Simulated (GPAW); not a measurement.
Crystal: Ti.

```
CELL_PARAMETERS angstrom
4.56737 0.00000 0.00000
-2.28369 3.95546 0.00000
0.00000 0.00000 2.82624
ATOMIC_POSITIONS crystal
Ti 0.66667 0.33333 0.50000
Ti 0.33333 0.66667 0.50000
Ti 0.00000 0.00000 0.00000
```

This isn't the form of Ti at room conditions, which is hcp.

Program: GPAW 26.7.0. Alike in all runs: task band structure; no spin polarisation; cell as given; k mesh 5 × 5 × 7; cutoff (eV) 600; smearing fermi-dirac 0.05 eV.

Task: Order these runs on this cell by their pressure, lowest first.
A. level BLYP; potentials or basis PAW data sets generated in the run's folder for this functional, pw; eigensolver davidson
B. level LDA; potentials or basis the program's PAW data sets (release 1.2.1) made for this functional, pw
C. level r2SCAN+U; potentials or basis GPAW PAW data sets (gpaw-data 1.2.1), pw; U Ti d U = 3.5 eV

Result: B (-8.5 GPa), A (2.8 GPa), C (6.6 GPa).

Caveats: the PAW data sets were made with another functional, which shifts forces and pressure a little (some runs); U without spin polarisation on a metal has little footing (some runs); the U is typed as a test and isn't derived for this compound (some runs).
